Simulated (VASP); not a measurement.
**VASP 6.6.1, PBE single-point calculation, NaH (strained rocksalt)**

INCAR

```
NELM = 120
ENCUT = 520
LWAVE = .FALSE.
IBRION = -1
NBANDS = 11
NSW = 0
LASPH = .TRUE.
LCHARG = .TRUE.
EDIFF = 1E-7
SIGMA = 0.02
LELF = .TRUE.
GGA = PE
PREC = Accurate
ISIF = 2
ISMEAR = -1
LREAL = .FALSE.
```

KPOINTS

```
KPOINTS created by Atomic Simulation Environment
0
Gamma
10 10 10
0 0 0
```

KPOINTS_OPT

```
special points
6
Reciprocal
0.0000000000 0.0000000000 0.0000000000 1
0.5000000000 0.0000000000 0.5000000000 1
0.6250000000 0.2500000000 0.6250000000 1
0.3750000000 0.3750000000 0.7500000000 1
0.5000000000 0.5000000000 0.5000000000 1
0.5000000000 0.2500000000 0.7500000000 1
```

POSCAR

```
Na H
 1.0000000000000000
     0.0000000000000000    2.3900799992000001    2.3975122873000001
     2.3900799992000001    0.0000000000000000    2.3975122873000001
     2.3900799992000001    2.3900799992000001    0.0000000000000000
 Na  H
   1   1
Cartesian
  0.0000000000000000  0.0000000000000000  0.0000000000000000
  2.3900799991999997  2.3900799991999997  2.3975122872999997
```

VASP ran with the recommended PBE PAW datasets (8 valence electrons in the cell).

Command

```
mpirun -np 1 vasp_std
```

OSZICAR

```
N       E                     dE             d eps       ncg     rms          rms(c)
DAV:   1     0.377779890884E+02    0.37778E+02   -0.45539E+03  2262   0.741E+02
DAV:   2    -0.416670499792E+01   -0.41945E+02   -0.41214E+02  2339   0.196E+02
DAV:   3    -0.550686416341E+01   -0.13402E+01   -0.13381E+01  2727   0.334E+01
DAV:   4    -0.551566961739E+01   -0.88055E-02   -0.88044E-02  2578   0.272E+00
DAV:   5    -0.551574010650E+01   -0.70489E-04   -0.70488E-04  2607   0.253E-01    0.321E+00
DAV:   6    -0.517533949341E+01    0.34040E+00   -0.32332E-01  2594   0.282E+00    0.150E+00
DAV:   7    -0.508114690788E+01    0.94193E-01   -0.32349E-01  2526   0.218E+00    0.349E-01
DAV:   8    -0.508567271783E+01   -0.45258E-02   -0.99015E-03  2415   0.973E-01    0.677E-02
DAV:   9    -0.508562900717E+01    0.43711E-04   -0.11215E-03  2702   0.360E-01    0.232E-02
DAV:  10    -0.508561316555E+01    0.15842E-04   -0.61548E-05  2497   0.498E-02    0.423E-03
DAV:  11    -0.508561606301E+01   -0.28975E-05   -0.56004E-06  2567   0.108E-02    0.309E-03
DAV:  12    -0.508561580654E+01    0.25646E-06   -0.22058E-07  2635   0.311E-03    0.261E-04
DAV:  13    -0.508561581775E+01   -0.11206E-07   -0.56192E-09  1359   0.566E-04
   1 F= -.50856158E+01 E0= -.50856158E+01  d E =-.268318E-13
       N       E                     dE             ncg
DAV:   1     0.113639897188E+03   -0.23317E+04      132
DAV:   2    -0.102672084661E+03   -0.21631E+03      135
DAV:   3    -0.108841968545E+03   -0.61699E+01      169
DAV:   4    -0.108870716541E+03   -0.28748E-01      153
DAV:   5    -0.108870900841E+03   -0.18430E-03      147
DAV:   6    -0.108870902974E+03   -0.21321E-05      166
DAV:   7    -0.108870903006E+03   -0.32240E-07      153
```

From OUTCAR

```
k-points           NKPTS =    102   k-points in BZ     NKDIM =    102   number of bands    NBANDS=     11

   NELECT =       8.0000    total number of electrons

   dimension x,y,z NGX =    28 NGY =   28 NGZ =   28
   dimension x,y,z NGXF=    56 NGYF=   56 NGZF=   56

  energy-cutoff  :      520.00
  volume of cell :       27.39
      direct lattice vectors                 reciprocal lattice vectors
     0.000000000  2.390079999  2.397512287    -0.209198019  0.209198019  0.208549505
     2.390079999  0.000000000  2.397512287     0.209198019 -0.209198019  0.208549505
     2.390079999  2.390079999  0.000000000     0.209198019  0.209198019 -0.208549505

 k-points in reciprocal lattice and weights: KPOINTS created by Atomic Simulation Env
   0.00000000  0.00000000  0.00000000       0.001
   0.10000000  0.00000000  0.00000000       0.008
   0.20000000  0.00000000  0.00000000       0.008
   0.30000000  0.00000000  0.00000000       0.008
   0.40000000  0.00000000  0.00000000       0.008
   0.50000000  0.00000000  0.00000000       0.004
   0.10000000  0.10000000  0.00000000       0.002
   0.20000000  0.10000000  0.00000000       0.008
   ...

 E-fermi :  -0.4964

 k-point     1 :       0.0000    0.0000    0.0000
  band No.  band energies     occupation
      1     -23.0697      2.00000
      2     -23.0686      2.00000
      3     -23.0686      2.00000
      4      -4.7196      2.00000
      5       9.6630      0.00000
      6      14.7949      0.00000
      7      14.8110      0.00000
      8      14.8110      0.00000
      9      15.7340      0.00000
     10      15.7383      0.00000
     11      15.7383      0.00000

 k-point     2 :       0.1000    0.0000    0.0000
  band No.  band energies     occupation
      1     -23.0791      2.00000
      2     -23.0705      2.00000
      3     -23.0698      2.00000
      4      -4.5429      2.00000
      5       9.0760      0.00000
      6      12.6611      0.00000
      7      14.1842      0.00000
      8      14.2020      0.00000
      9      16.4783      0.00000
     10      16.4814      0.00000
     11      16.6415      0.00000

 k-point     3 :       0.2000    0.0000    0.0000
  band No.  band energies     occupation
      1     -23.1052      2.00000
      2     -23.0737      2.00000
      3     -23.0728      2.00000
      4      -4.0297      2.00000
      5       7.3896      0.00000
      6      11.1379      0.00000
      7      13.4662      0.00000
      8      13.4943      0.00000
      9      16.9273      0.00000
     10      16.9697      0.00000
     11      17.6676      0.00000

 k-point     4 :       0.3000    0.0000    0.0000
  band No.  band energies     occupation
      1     -23.1372      2.00000
      2     -23.0776      2.00000
      3     -23.0766      2.00000
      4      -3.2428      2.00000
      5       5.3113      0.00000
      6      10.4146      0.00000
      7      12.9436      0.00000
      8      12.9813      0.00000
      9      16.3502      0.00000
     10      16.4100      0.00000
     11      18.3851      0.00000

 k-point     5 :       0.4000    0.0000    0.0000
  band No.  band energies     occupation
      1     -23.1628      2.00000
      2     -23.0808      2.00000
      3     -23.0796      2.00000
      4      -2.3586      2.00000
      5       3.5594      0.00000
      6      10.0715      0.00000
      7      12.6305      0.00000
      8      12.6751      0.00000
      9      15.8317      0.00000
     10      15.8895      0.00000
     11      18.3697      0.00000

 k-point     6 :       0.5000    0.0000    0.0000
  band No.  band energies     occupation
      1     -23.1725      2.00000
      2     -23.0820      2.00000
      3     -23.0808      2.00000
      4      -1.8888      2.00000
      5       2.7918      0.00000
      6       9.9683      0.00000
      7      12.5263      0.00000
      8      12.5735      0.00000
      9      15.6471      0.00000
     10      15.7033      0.00000
     11      18.2634      0.00000

 k-point     7 :       0.1000    0.1000    0.0000
  band No.  band energies     occupation
      1     -23.0795      2.00000
      2     -23.0719      2.00000
      3     -23.0719      2.00000
      4      -4.4860      2.00000
      5       8.9696      0.00000
      6      13.2117      0.00000
      7      13.2322      0.00000
      8      13.2322      0.00000
      9      16.1505      0.00000
     10      17.8107      0.00000
     11      17.8107      0.00000

 k-point     8 :       0.2000    0.1000    0.0000
  band No.  band energies     occupation
      1     -23.0984      2.00000
      2     -23.0757      2.00000
      3     -23.0746      2.00000
      4      -4.0884      2.00000
      5       7.8499      0.00000
      6      11.0401      0.00000
      7      12.5116      0.00000
      8      14.1515      0.00000
      9      15.5311      0.00000
     10      17.6303      0.00000
     11      18.8222      0.00000

 k-point     9 :       0.3000    0.1000    0.0000
  band No.  band energies     occupation
      1     -23.1271      2.00000
      2     -23.0798      2.00000
      3     -23.0787      2.00000
      4      -3.3950      2.00000
      5       6.0201      0.00000
      6       9.8179      0.00000
      7      12.0655      0.00000
      8      14.4428      0.00000
      9      14.9547      0.00000
     10      17.9928      0.00000
     11      18.1459      0.00000

 k-point    10 :       0.4000    0.1000    0.0000
  band No.  band energies     occupation
      1     -23.1536      2.00000
      2     -23.0837      2.00000
      3     -23.0825      2.00000
      4      -2.5305      2.00000
      5       4.1957      0.00000
      6       9.1922      0.00000
      7      11.9020      0.00000
      8      13.6243      0.00000
      9      15.1642      0.00000
     10      17.2527      0.00000
     11      19.3020      0.00000

 k-point    11 :       0.5000    0.1000    0.0000
  band No.  band energies     occupation
      1     -23.1678      2.00000
      2     -23.0876      2.00000
      3     -23.0829      2.00000
      4      -1.8595      2.00000
      5       3.0563      0.00000
      6       8.8792      0.00000
      7      12.0266      0.00000
      8      13.1270      0.00000
      9      15.3137      0.00000
     10      16.6052      0.00000
     11      19.6137      0.00000

 k-point    12 :      -0.4000    0.1000    0.0000
  band No.  band energies     occupation
      1     -23.1647      2.00000
      2     -23.0890      2.00000
      3     -23.0808      2.00000
      4      -2.0171      2.00000
      5       3.3125      0.00000
      6       8.8075      0.00000
      7      12.4425      0.00000
      8      12.9384      0.00000
      9      15.6903      0.00000
     10      16.2397      0.00000
     11      19.6526      0.00000

 k-point    13 :      -0.3000    0.1000    0.0000
  band No.  band energies     occupation
      1     -23.1455      2.00000
      2     -23.0873      2.00000
      3     -23.0770      2.00000
      4      -2.8177      2.00000
      5       4.7667      0.00000
      6       9.0118      0.00000
      7      12.9902      0.00000
      8      13.1421      0.00000
      9      16.1202      0.00000
     10      16.3668      0.00000
     11      19.3421      0.00000

 k-point    14 :      -0.2000    0.1000    0.0000
  band No.  band energies     occupation
      1     -23.1174      2.00000
      2     -23.0828      2.00000
      3     -23.0729      2.00000
      4      -3.6489      2.00000
      5       6.6663      0.00000
      6       9.6468      0.00000
      7      13.1942      0.00000
      8      14.0934      0.00000
      9      16.0187      0.00000
     10      17.0411      0.00000
     11      18.4105      0.00000

 k-point    15 :      -0.1000    0.1000    0.0000
  band No.  band energies     occupation
      1     -23.0917      2.00000
      2     -23.0765      2.00000
      3     -23.0702      2.00000
      4      -4.2537      2.00000
      5       8.2663      0.00000
      6      11.0905      0.00000
      7      13.4143      0.00000
      8      15.2015      0.00000
      9      15.3315      0.00000
     10      16.5895      0.00000
     11      18.4991      0.00000

 k-point    16 :       0.2000    0.2000    0.0000
  band No.  band energies     occupation
      1     -23.1042      2.00000
      2     -23.0805      2.00000
      3     -23.0805      2.00000
      4      -3.8179      2.00000
      5       7.4472      0.00000
      6      11.4600      0.00000
      7      11.7403      0.00000
      8      11.7403      0.00000
      9      15.0901      0.00000
     10      18.2388      0.00000
     11      20.7641      0.00000

 ...

  Total        0.1235688      0.1235688      0.1045900      0.0000000      0.0000000     -0.0000000
  in kB        7.2277599      7.2277599      6.1176542      0.0000000      0.0000000     -0.0000000
  external PRESSURE =       6.8577247 kB  Pullay stress =       0.0000000 kB

 POSITION                                       TOTAL-FORCE (eV/Angst)
 -----------------------------------------------------------------------------------
      0.00000      0.00000      0.00000        -0.000000      0.000000      0.000000
      2.39008      2.39008      2.39751         0.000000     -0.000000     -0.000000
 -----------------------------------------------------------------------------------
    total drift:                               -0.000000     -0.000000      0.000000

  FREE ENERGIE OF THE ION-ELECTRON SYSTEM (eV)
  ---------------------------------------------------
  free  energy   TOTEN  =        -5.0856158178 eV

  energy  without entropy=       -5.0856158178  energy(sigma->0) =       -5.08561582
```

```yaml
gap_between_bands_v_and_c: 3.81 eV
least_direct_gap: 4.68 eV
pressure: 0.7 GPa
```

Band v is the last that the valence electrons fill when counted band by band, and c is the next.

The run took about 15 s on one core of a shared host (Intel Xeon 6975P-C) and held 0.18 GiB at most.
